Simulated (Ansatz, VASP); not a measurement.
BaS: VASP beside Ansatz

```
Ba S
1.0
     0.00000    3.31796    3.31796
     3.31796    0.00000    3.31796
     3.31796    3.31796    0.00000
Ba S
1 1
Direct
  0.50000 0.50000 0.50000
  0.00000 0.00000 0.00000
```

Alike in both runs: task single point; functional PBE; k mesh 10 × 10 × 10; occupations gaussian, width 0.05 eV; no spin polarisation.

|  | VASP | Ansatz |
| --- | --- | --- |
| version | VASP 6.6.1 | Ansatz 0.2.0 |
| potentials or method | VASP PAW PBE potentials, release 64 (Ba_sv, S) | scalar-relativistic, plane waves, PAW |
| plane-wave cutoff (eV) | 520 | 420 |
| valence electrons in the cell | 16 | 16 |

|  | VASP | Ansatz | Ansatz less VASP |
| --- | --- | --- | --- |
| gap on the k mesh at the Fermi level (eV) | 2.26 | 2.34 | +0.077 |
| least direct gap on the mesh (eV) | 2.44 | 2.50 | +0.053 |
| pressure (GPa) | -2.8 | -3.2 | -0.38 |

Caveats: spin-orbit coupling is left out, which moves the levels of the heavy elements. As with any semilocal functional, this PBE gap is likely too small. A k mesh can miss the band edges.
